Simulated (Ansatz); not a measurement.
**Lu under changes of volume**

One of the cells (29.496 Å³/atom); the others are scaled copies at fixed shape and fractional positions:

```
Lu
1.0
     3.50310    0.00000    0.00000
    -1.75155    3.03377    0.00000
     0.00000    0.00000    5.55090
Lu
2
Direct
  0.66667 0.33333 0.75000
  0.33333 0.66667 0.25000
```

- Program: Ansatz 0.2.0
- Functional: PBE
- Potentials or basis: Ansatz PAW
- Cutoff: 420 eV (not typed: the program's choice for these potentials)
- k mesh: 9 × 9 × 5
- Occupations: fermi-dirac, width 0.05 eV
- Spin: no spin polarisation

```tsv
volume (Å³/atom)	energy over the lowest point (meV/atom)	pressure (GPa)
27.727	?	?
28.317	3.17	1.4
28.906	0.00	0.4
29.496	0.36	-0.5
30.086	3.96	-1.4
30.676	10.53	-2.1
31.266	19.82	-2.9
```

Q: What does the run at 27.727 Å³/atom give?

A: Energy over the lowest point 10.20 meV/atom; pressure 2.5 GPa.

Worked out: A Birch-Murnaghan fit of order 3 (a polynomial in V^(-2/3)) to the other rows has its minimum at 29.14 Å³/atom with B0 = V·E''(V) = 46 GPa and B' = 3.3 at fixed shape and positions, which overstates the stiffness. It gives 10.21 meV/atom at 27.727 Å³/atom, against the run's 10.20, and -dE/dV = 2.5 GPa, against 2.5.

Energies are extrapolated to zero smearing.
